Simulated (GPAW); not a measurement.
# V (Im-3m) in GPAW: further runs

The runs below take V through band structure, with RPBE, revPBE.

Everything below comes from runs of GPAW 26.7.0. Logs are shortened: lines on timing, memory, paths and dates and some standing lists are left out, and cuts for length are marked. The log counts tension as positive stress, the text compression.

## (1) Starting point

The structure is cubic, space group Im-3m (No. 229). Conventional cell: a = 3.029 Å, b = 3.029 Å, c = 3.029 Å, α = 90.00°, β = 90.00°, γ = 90.00°. V (site symmetry m-3m) has 8 V at 2.62 Å as nearest neighbours.

## (2) Band structure, RPBE, collinear spin, ferromagnetic start

run.py

```python
from ase.dft.bandgap import bandgap
from ase.io import read, write
from ase.units import GPa
from gpaw import GPAW, PW

atoms = read('POSCAR')
atoms.set_initial_magnetic_moments([2.0])

calc = GPAW(mode=PW(600),
            xc='RPBE',
            kpts={'size': (12, 12, 12), 'gamma': True},
            occupations={'name': 'fermi-dirac', 'width': 0.05},
            nbands=15,
            convergence={'density': 1e-05, 'energy': 1e-05},
            maxiter=150,
            txt='gpaw.txt')
atoms.calc = calc
energy = atoms.get_potential_energy()
forces = atoms.get_forces()
stress = atoms.get_stress()
calc.write('gs.gpw')
write('result.traj', atoms)
print(f'Energy: {energy:.6f} eV')
print('Forces (eV/A):')
print(forces.round(4))
print('Stress (GPa):', (stress / GPa).round(3))
print('Moments:', calc.get_magnetic_moments().round(3))
print('Fermi level:', round(calc.get_fermi_level(), 4), 'eV')
print(f'Gap: {bandgap(calc)[0]:.4f} eV, direct: {bandgap(calc, direct=True)[0]:.4f} eV')

path = atoms.cell.bandpath('GHNGPH,PN', npoints=100, eps=1e-4)
bs_calc = calc.fixed_density(kpts=path, symmetry='off', nbands=23,
                             convergence={'bands': 'CBM+6.0', 'eigenstates': 1e-6}, txt='bands.txt')
bs = bs_calc.band_structure()
bs.write('bs.json')
print(f'Gap on the path: {bandgap(bs_calc)[0]:.4f} eV')
```

POSCAR

```
V
1.0
   -1.5143500000      1.5143500000      1.5143500000
    1.5143500000     -1.5143500000      1.5143500000
    1.5143500000      1.5143500000     -1.5143500000
V
1
Direct
    0.0000000000      0.0000000000      0.0000000000
```

Potentials or basis: the program's PAW data sets (release 1.2.1) made for this functional, pw.

Started as:

```bash
$ OMP_NUM_THREADS=1 python run.py
```

gpaw.txt:

```text
__  _  _
 | _ |_)|_||  |
 |__||  | ||/\| - 26.7.0

Input parameters:
  mode=PW(ecut=600.0),
  convergence={'density': 1e-05, 'energy': 1e-05},
  kpts=MonkhorstPack(size=(12, 12, 12), gamma=True),
  maxiter=150,
  nbands=15,
  occupations=Occupations(name='fermi-dirac', width=0.05),
  xc=XC(name='RPBE')

Diagonalizing LCAO Hamiltonian
Converting LCAO to pw mode

       V

Atoms  # Å, Bohr magnetons
|   | symbol |        x |        y |        z |    initial magnetic moments |
|---|--------|----------|----------|----------|-----------------------------|
| 0 |      V | 0.000000 | 0.000000 | 0.000000 | ( 0.0000,  0.0000,  2.0000) |

Unit cell  # Å
| periodic |         x |         y |         z |  lengths |     angles |
|----------|-----------|-----------|-----------|----------|------------|
|      yes | -1.514350 |  1.514350 |  1.514350 | 2.622931 | 109.471221 |
|      yes |  1.514350 | -1.514350 |  1.514350 | 2.622931 | 109.471221 |
|      yes |  1.514350 |  1.514350 | -1.514350 | 2.622931 | 109.471221 |

Number of symmetries: 48
Symmetry operations  # r_c * U_cc + t_c -> r_c
|    | kind |            matrix            |
|----|------|------------------------------|
|  0 |  σ   |  1, 1, 1,  0, 0,-1,  0,-1, 0 |
|  1 |  C4  |  1, 1, 1,  0, 0,-1, -1, 0, 0 |
|  2 |  C2  |  1, 1, 1,  0,-1, 0,  0, 0,-1 |
|  3 |  S6  |  1, 1, 1,  0,-1, 0, -1, 0, 0 |
|  4 |  S6  |  1, 1, 1, -1, 0, 0,  0, 0,-1 |
|  5 |  C4  |  1, 1, 1, -1, 0, 0,  0,-1, 0 |
|  6 |  E   |  1, 0, 0,  0, 1, 0,  0, 0, 1 |
|  7 |  σ   |  1, 0, 0,  0, 1, 0, -1,-1,-1 |
|  8 |  σ   |  1, 0, 0,  0, 0, 1,  0, 1, 0 |
|  9 |  C3  |  1, 0, 0,  0, 0, 1, -1,-1,-1 |
| 10 |  C3  |  1, 0, 0, -1,-1,-1,  0, 1, 0 |
| 11 |  σ   |  1, 0, 0, -1,-1,-1,  0, 0, 1 |
| 12 |  σ   |  0, 1, 0,  1, 0, 0,  0, 0, 1 |
| 13 |  C2  |  0, 1, 0,  1, 0, 0, -1,-1,-1 |
| 14 |  C3  |  0, 1, 0,  0, 0, 1,  1, 0, 0 |
| 15 |  S4  |  0, 1, 0,  0, 0, 1, -1,-1,-1 |
| 16 |  S4  |  0, 1, 0, -1,-1,-1,  1, 0, 0 |
| 17 |  C3  |  0, 1, 0, -1,-1,-1,  0, 0, 1 |
| 18 |  C3  |  0, 0, 1,  1, 0, 0,  0, 1, 0 |
| 19 |  S4  |  0, 0, 1,  1, 0, 0, -1,-1,-1 |
| 20 |  σ   |  0, 0, 1,  0, 1, 0,  1, 0, 0 |
| 21 |  C3  |  0, 0, 1,  0, 1, 0, -1,-1,-1 |
| 22 |  C2  |  0, 0, 1, -1,-1,-1,  1, 0, 0 |
| 23 |  S4  |  0, 0, 1, -1,-1,-1,  0, 1, 0 |
| 24 |  C4  |  0, 0,-1,  1, 1, 1,  0,-1, 0 |
| 25 |  σ   |  0, 0,-1,  1, 1, 1, -1, 0, 0 |
| 26 |  S6  |  0, 0,-1,  0,-1, 0,  1, 1, 1 |
| 27 |  C2  |  0, 0,-1,  0,-1, 0, -1, 0, 0 |
| 28 |  C4  |  0, 0,-1, -1, 0, 0,  1, 1, 1 |
| 29 |  S6  |  0, 0,-1, -1, 0, 0,  0,-1, 0 |
| 30 |  S6  |  0,-1, 0,  1, 1, 1,  0, 0,-1 |
| 31 |  C4  |  0,-1, 0,  1, 1, 1, -1, 0, 0 |
| 32 |  C4  |  0,-1, 0,  0, 0,-1,  1, 1, 1 |
| 33 |  S6  |  0,-1, 0,  0, 0,-1, -1, 0, 0 |
| 34 |  σ   |  0,-1, 0, -1, 0, 0,  1, 1, 1 |
| 35 |  C2  |  0,-1, 0, -1, 0, 0,  0, 0,-1 |
| 36 |  C2  | -1, 0, 0,  1, 1, 1,  0, 0,-1 |
| 37 |  S6  | -1, 0, 0,  1, 1, 1,  0,-1, 0 |
[... 76 lines left out ...]
    |   3p |  6.000 |     -44.073 |    1.281 |
    |   4p |  0.000 |      -1.446 |    1.281 |
    |   3d |  3.000 |      -5.111 |    1.169 |
    |    d |        |      22.100 |    1.169 |

    Using partial waves for V as LCAO basis

Reference energy: -25825.386747  # eV

eigensolver:
  PPCG
  Converge bands: occupied
  niter=2

density mixing:
  MSR1-Mixer
  Pratt-step length: 0.05
  Maximum mixing coefficient: 0.75
  Old densities: 10
  SVD Regularization: 0.005
  Good broyden scale: 1.0
  Trust region scale: 1.0
  Backstep threshold: 4.0
  History deletion threshold: 6.0
  Fourier metric: weight=20.0, sigma=0.015

occupation numbers:
  Fermi-Dirac:
    width: 0.0500  # eV

poisson solver:
  ecut: 4800.0  # eV

xc functional:
  name: RPBE with 2 nearest neighbor stencil

convergence criteria:
- Maximum integral of absolute [dens]ity change: 1e-05 electrons / valence electron
- Maximum [total energy] change in last 3 cyles: 1e-05 eV / valence electron
- Maximum integral of absolute [eigenst]ate change: 4e-08 eV^2 / valence electron
maximum number of iterations: 150

SCF iterations
|iter     | |      energy | eigst |  dens |  magmom |
|---------|-|-------------|-------|-------|---------|
|iter:   1| |   -7.961621 | +0.30 |       |  +2.0078|
|iter:   2| |   -7.895876 | -2.53 | -0.82 |  +1.9490|
|iter:   3| |   -7.927976 | -1.92 | -0.86 |  +1.2076|
|iter:   4| |   -7.996242 | -3.44 | -1.33 |  +0.8546|
|iter:   5| |   -8.015240 | -3.37 | -1.62 |  +0.5316|
|iter:   6| |   -8.018156 | -4.31 | -2.14 |  +0.4149|
|iter:   7| |   -8.022960 | -3.42 | -2.30 |  +0.2026|
|iter:   8| |   -8.023894 | -4.01 | -2.69 |  +0.1392|
|iter:   9| |   -8.024294 | -3.97 | -2.88 |  +0.0642|
|iter:  10| |   -8.024336 | -4.91 | -3.24 |  +0.0301|
|iter:  11| |   -8.024344c| -5.68 | -3.57 |  +0.0142|
|iter:  12| |   -8.024346c| -6.18 | -3.89 |  +0.0057|
|iter:  13| |   -8.024346c| -6.70 | -4.28 |  +0.0013|
|iter:  14| |   -8.024346c| -7.70c| -4.91 |  +0.0001|
|iter:  15| |   -8.024346c| -8.88c| -5.81c|  +0.0000|

Converged in 15 steps
Energy contributions relative to reference atoms: (reference = -25825.386747)

Energy contributions:
  Kinetic:          -3.200979
  Coulomb:           2.149966
  Zero:              0.157129
  External:          0.000000
  Xc:               -7.121639
  Entropy:          -0.017647
  Spinorbit:         0.000000
  ----------------------------
  Free energy:      -8.033169
  Extrapolated:     -8.024346

dipole moment: (-3.656122, -3.656122, -3.656122)  # |e|*Ang

Total magnetic moment: (0.000000, 0.000000, 0.000018)

Local magnetic moments
|        x |        y |        z |
|----------|----------|----------|
| 0.000000 | 0.000000 | 0.000017 |  # V    0

Fermi level: 9.232
Eigenvalues  # (at kpt = [-0.000, -0.000, -0.000])
| band index |      eig [eV] | occ [0-1] |      eig [eV] | occ [0-1] |
|------------|---------------|-----------|---------------|-----------|
|          0 |       -54.678 |     1.000 |       -54.678 |     1.000 |
|          1 |       -27.978 |     1.000 |       -27.978 |     1.000 |
|          2 |       -27.978 |     1.000 |       -27.978 |     1.000 |
|          3 |       -27.978 |     1.000 |       -27.978 |     1.000 |
|          4 |         2.732 |     1.000 |         2.732 |     1.000 |
|          5 |         9.652 |     0.000 |         9.652 |     0.000 |
|          6 |         9.652 |     0.000 |         9.652 |     0.000 |
|          7 |         9.652 |     0.000 |         9.652 |     0.000 |
|          8 |        11.565 |     0.000 |        11.565 |     0.000 |
|          9 |        11.565 |     0.000 |        11.565 |     0.000 |
|         10 |        29.716 |     0.000 |        29.716 |     0.000 |
|         11 |        29.716 |     0.000 |        29.716 |     0.000 |
|         12 |        29.716 |     0.000 |        29.716 |     0.000 |
|        ... |               |           |               |           |
|         14 |        35.999 |     0.000 |        35.999 |     0.000 |

No gap
No difference between direct/indirect transitions

Forces  # eV/Ang
|        x |        y |       z |
|----------|----------|---------|
| -0.00000 | -0.00000 | 0.00000 |  # V    0

Stress tensor  # eV/Ang^3
|         x |         y |         z |
|-----------|-----------|-----------|
| -0.002007 |  0.000000 |  0.000000 |
|  0.000000 | -0.002007 |  0.000000 |
|  0.000000 |  0.000000 | -0.002007 |

# Writing to gs.gpw (mode='')
```

bands.txt:

```text
Diagonalizing LCAO Hamiltonian
Converting LCAO to pw mode
convergence criteria:
- Maximum integral of absolute [eigenst]ate change: 1e-06 eV^2 / valence electron
maximum number of iterations: 150

SCF iterations
|iter     | |      energy | eigst |  dens |  magmom |
|---------|-|-------------|-------|-------|---------|
|iter:   1| |             | -0.15 |       |  +0.0000|
[... 104 lines left out ...]
         [ 0.13636364,  0.13636364,  0.36363636],
         [ 0.11363636,  0.11363636,  0.38636364],
         [ 0.09090909,  0.09090909,  0.40909091],
         [ 0.06818182,  0.06818182,  0.43181818],
         [ 0.04545455,  0.04545455,  0.45454545],
         [ 0.02272727,  0.02272727,  0.47727273],
         [ 0.        ,  0.        ,  0.5       ]])),
  maxiter=150,
  nbands=23,
  occupations=Occupations(name='fermi-dirac', width=0.05),
  symmetry=Symmetry(point_group=False, time_reversal=False),
  xc=XC(name='RPBE')
```

It took 31 s on 1 thread of Intel Xeon Platinum 8488C (Sapphire Rapids), shared host; peak memory 0.21 GiB.

Results:

| Item | Value |
| --- | --- |
| Free energy | -8.0332 eV |
| Pressure | 0.3 GPa |
| Band gap along the path | none (metal or under the smearing width) |
| Net moment | 0.00 μB per cell |

Levels at the corners of the path, in eV from the Fermi level:
Spin up:
```
point  band 2  band 3  band 4  band 5  band 6  band 7  band 8  band 9  band 10
    Γ  -37.21  -37.21  -37.21   -6.50    0.42    0.42    0.42    2.33     2.33
    H  -37.76  -37.76  -37.76   -2.82   -2.82    3.58    3.58    3.58     9.95
    N  -38.01  -37.46  -37.22   -3.02   -1.04    1.50    2.33    2.68     3.96
    Γ  -37.21  -37.21  -37.21   -6.50    0.42    0.42    0.42    2.33     2.33
    P  -37.60  -37.60  -37.60   -1.08   -1.08   -1.08    2.74    2.74    10.11
    H  -37.76  -37.76  -37.76   -2.82   -2.82    3.58    3.58    3.58     9.95
    P  -37.60  -37.60  -37.60   -1.08   -1.08   -1.08    2.74    2.74    10.11
    N  -38.01  -37.46  -37.22   -3.02   -1.04    1.50    2.33    2.68     3.96
```
Spin down:
```tsv
point	band 2	band 3	band 4	band 5	band 6	band 7	band 8	band 9	band 10
Γ	-37.21	-37.21	-37.21	-6.50	0.42	0.42	0.42	2.33	2.33
H	-37.76	-37.76	-37.76	-2.82	-2.82	3.58	3.58	3.58	9.95
N	-38.01	-37.46	-37.22	-3.02	-1.04	1.50	2.33	2.68	3.96
Γ	-37.21	-37.21	-37.21	-6.50	0.42	0.42	0.42	2.33	2.33
P	-37.60	-37.60	-37.60	-1.08	-1.08	-1.08	2.74	2.74	10.11
H	-37.76	-37.76	-37.76	-2.82	-2.82	3.58	3.58	3.58	9.95
P	-37.60	-37.60	-37.60	-1.08	-1.08	-1.08	2.74	2.74	10.11
N	-38.01	-37.46	-37.22	-3.02	-1.04	1.50	2.33	2.68	3.96
```

## (3) Band structure, revPBE, collinear spin, ferromagnetic start

Edit run.py of step 2 so:

```diff
@@ -1,3 +1,4 @@
+from ase import Atoms
 from ase.dft.bandgap import bandgap
-from ase.io import read, write
+from ase.io import write
 from ase.units import GPa
@@ -5,3 +6,8 @@
 
-atoms = read('POSCAR')
+atoms = Atoms(['V'],
+              cell=[[-1.51435, 1.51435, 1.51435],
+                    [1.51435, -1.51435, 1.51435],
+                    [1.51435, 1.51435, -1.51435]],
+              scaled_positions=[[0.0, 0.0, 0.0]],
+              pbc=True)
 atoms.set_initial_magnetic_moments([2.0])
@@ -9,3 +15,3 @@
 calc = GPAW(mode=PW(600),
-            xc='RPBE',
+            xc='revPBE',
             kpts={'size': (12, 12, 12), 'gamma': True},
@@ -30,3 +36,3 @@
 
-path = atoms.cell.bandpath('GHNGPH,PN', npoints=100, eps=1e-4)
+path = atoms.cell.bandpath('GHNGPH,PN', npoints=80, eps=1e-4)
 bs_calc = calc.fixed_density(kpts=path, symmetry='off', nbands=23,
```

Potentials or basis: the program's PAW data sets (release 1.2.1) made for this functional, pw.

Started as:

```bash
$ OMP_NUM_THREADS=1 python run.py
```

Wall time 27 s (1 thread of Intel Xeon Platinum 8488C (Sapphire Rapids), shared host); peak memory 0.2 GiB.

The run converged. Its results:

- Free energy: -8.1263 eV
- Pressure: -0.9 GPa
- Band gap along the path: none (metal or under the smearing width)
- Net moment: 0.00 μB per cell

Levels at the corners of the path, in eV from the Fermi level:
Spin up:
```csv
point,band 4,band 5,band 6,band 7,band 8,band 9
Γ,-37.19,-6.50,0.42,0.42,0.42,2.33
H,-37.74,-2.82,-2.82,3.59,3.59,3.59
N,-37.19,-3.02,-1.04,1.51,2.33,2.67
Γ,-37.19,-6.50,0.42,0.42,0.42,2.33
P,-37.58,-1.08,-1.08,-1.08,2.73,2.73
H,-37.74,-2.82,-2.82,3.59,3.59,3.59
P,-37.58,-1.08,-1.08,-1.08,2.73,2.73
N,-37.19,-3.02,-1.04,1.51,2.33,2.67
```
Spin down:
| point | band 4 | band 5 | band 6 | band 7 | band 8 | band 9 |
| --- | --- | --- | --- | --- | --- | --- |
| Γ | -37.19 | -6.50 | 0.42 | 0.42 | 0.42 | 2.33 |
| H | -37.74 | -2.82 | -2.82 | 3.59 | 3.59 | 3.59 |
| N | -37.19 | -3.02 | -1.04 | 1.51 | 2.33 | 2.67 |
| Γ | -37.19 | -6.50 | 0.42 | 0.42 | 0.42 | 2.33 |
| P | -37.58 | -1.08 | -1.08 | -1.08 | 2.73 | 2.73 |
| H | -37.74 | -2.82 | -2.82 | 3.59 | 3.59 | 3.59 |
| P | -37.58 | -1.08 | -1.08 | -1.08 | 2.73 | 2.73 |
| N | -37.19 | -3.02 | -1.04 | 1.51 | 2.33 | 2.67 |
